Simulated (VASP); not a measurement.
Wanted: the native input for a VASP 6.6.1 run.

```
Task                   : single point
Functional             : PBEsol
Potentials or basis    : VASP PAW PBE potentials, release 54 (Bi_d)
Cutoff                 : 520 eV
k mesh                 : 7 × 7 × 7
Occupations            : gaussian, width 0.02 eV
Spin                   : no spin polarisation
Further INCAR settings : ALGO = Normal; EDIFF = 1e-06
```

The structure of Bi lies in POSCAR:

```
Bi
1.0
    2.2675000000      1.3091417354      3.9380000000
   -2.2675000000      1.3091417354      3.9380000000
    0.0000000000     -2.6182834708      3.9380000000
Bi
2
Direct
    0.7660000000      0.7660000000      0.7660000000
    0.2340000000      0.2340000000      0.2340000000
```

These files were run (other wordings do the same):

INCAR

```
ALGO     = Normal         # electronic algorithm
EDIFF    = 1E-6           # SCF threshold, eV
ENCUT    = 520            # plane-wave cutoff, eV
GGA      = PS             # functional
ISIF     = 2              # what is computed and relaxed
ISMEAR   = 0              # smearing method
LASPH    = T              # aspherical terms in the spheres
LCHARG   = F              # write CHGCAR
LREAL    = F              # projectors in reciprocal space
LWAVE    = F              # write WAVECAR
NELM     = 80             # most SCF steps
PREC     = Accurate       # precision mode
SIGMA    = 0.02           # smearing width, eV
```

KPOINTS

```
k-points
0
Gamma
  7 7 7
```

Potentials or basis: VASP PAW PBE potentials, release 54 (Bi_d).

The run is started by

```bash
$ cat potpaw_PBE.54/Bi_d/POTCAR > POTCAR
$ mpirun -np 1 vasp_std > vasp.out
```

It gave:

```json
{"Pressure": "-0.4 GPa", "Largest force": "0.134 eV/Å", "Band gap on the k mesh": "0.26 eV, indirect (least direct gap 0.52 eV)"}
```

Caveat: the PAW data sets were made with another functional, which shifts forces and pressure a little; spin-orbit coupling is left out, which as a rule narrows the gap of such compounds by several tenths of an eV; an odd mesh through Γ misses points on the zone boundary, where band edges often lie.

Run time: 34 s on 1 thread of AMD EPYC 9R45 (Zen 5) (shared host), peak memory 0.19 GiB.
